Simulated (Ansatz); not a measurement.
Here is an Ansatz 0.2.0 calculation.

Contents of input.yaml:

```yaml
crystal:
  lattice:
    - [1.8807968987, 1.0858785957, 3.5140619945]
    - [-1.8807968987, 1.0858785957, 3.5140619945]
    - [0.0, -2.1717571915, 3.5140619945]
  atoms:
    - { symbol: As, position: [0.226, 0.226, 0.226] }
    - { symbol: As, position: [0.774, 0.774, 0.774] }
hamiltonian:
  xc: pbe
  pseudopotentials: { kind: paw }
kpoints:
  mp_grid: { grid: [9, 9, 9] }
scf:
  occupations: { method: gaussian, width: 0.02 }
output:
  forces: true
  stress: true
  eigenvalues: true
```

Potentials or basis: Ansatz PAW.

Command:

```bash
$ ansatz run input.yaml --threads 2 --pin off --max-ram 5632MiB --backend cpu --events-out ev --progress --plain --runs-dir out
```

Task: Predict the pressure.

Result: 3.7 GPa.

Task: Estimate the largest force.

Result: 0.431 eV/Å.

Forces on the atoms (eV/Å):
```
As   0.000  0.000  0.431
As   0.000  0.000 -0.431
```
